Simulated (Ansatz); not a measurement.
# Vibrational response of BN

Computed with Ansatz 0.2.0, DFT PBE, scalar-relativistic, plane waves, PAW. Settings: 420 eV plane-wave cutoff, Γ-centred 12×12×12 mesh, fixed occupations. No spin polarisation. Phonons by linear response, acoustic sum rule imposed.

The cell, relaxed at this level:
```
B N
1.0
     1.25606    0.72519    4.26019
    -1.25606    0.72519    4.26019
     0.00000   -1.45038    4.26019
B N
1 1
Direct
  0.00044 0.00044 0.00044
  0.66712 0.66712 0.66712
```

It was relaxed at this level from a Materials Project cell. No dispersion correction is applied, so modes and constants that involve weak contacts between layers, chains or molecules come out too soft.

(1) Give the high-frequency dielectric tensor ε∞.

(2) Give the Born effective charges.

(3) How large is the static dielectric tensor with the ions free to move, and what share of it is ionic?

## Answers

(1)
```
3.96 0.00 0.00
0.00 3.96 0.00
0.00 0.00 1.96
```

(2)
| atom | Z*xx | Z*yy | Z*zz | mean |
| --- | --- | --- | --- | --- |
| B (atom 1) | 2.72 | 2.72 | 0.47 | 1.97 |
| N (atom 2) | -2.72 | -2.72 | -0.47 | -1.97 |

(3)
```
5.4 0.0 0.0
0.0 5.4 0.0
0.0 0.0 2.1
```
The ions give 23 % of its trace.
